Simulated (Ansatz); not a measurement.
# Convergence test, Al₃Cu

Method: DFT PBEsol, scalar-relativistic, plane waves, PAW (Ansatz).

```
CELL_PARAMETERS angstrom
2.75565 0.00686 0.01214
0.00686 2.82830 0.00470
0.03283 0.01272 7.58822
ATOMIC_POSITIONS crystal
Al 0.97711 0.97777 0.49685
Al 0.48303 0.48989 0.23826
Al 0.47609 0.53850 0.76707
Cu 0.00950 0.01290 0.00658
```

| Quantity | Value |
| --- | --- |
| Γ-centred k-mesh | 10×10×4 |
| occupation rule | Gaussian smearing, 0.1 eV |
| spin treatment | unpolarised |
| valence charge of the PAW sets | Al 3, Cu 19 |

The atoms are held and the plane-wave cutoff is swept. Energies are extrapolated to zero smearing and count from the reference run, 600 eV. The cell was strained and its atoms displaced at random, so that forces don't vanish. Pressure is positive in compression and holds a correction for the finite cutoff (Pulay stress).

Times are rough; the reference took 39 s on 1 thread of Intel(R) Xeon(R) Platinum 8259CL CPU @ 2.50GHz (Skylake/Cascade Lake) (shared host), peak memory 0.63 GiB.

One run gave ΔE = 0.93 meV/atom and P = -0.81 GPa. Which plane-wave cutoff did it use, of 200, 250, 300, 350, 420?

420 eV. All runs:

| cutoff (eV) | ΔE (meV/atom) | P (GPa) | largest change of a force component (eV/Å) | plane waves at Γ | wall time (s) |
| --- | --- | --- | --- | --- | --- |
| 200 | 4059 | -2.06 | 0.056 | 387 | 11 |
| 250 | 721 | 2.73 | 0.113 | 527 | 15 |
| 300 | 92.4 | -0.24 | 0.018 | 689 | 20 |
| 350 | 9.43 | -0.80 | 0.004 | 881 | 21 |
| 420 | 0.93 | -0.81 | 0.000 | 1195 | 25 |
| 600 | 0.00 | -0.81 | 0.000 | 1977 | 39 |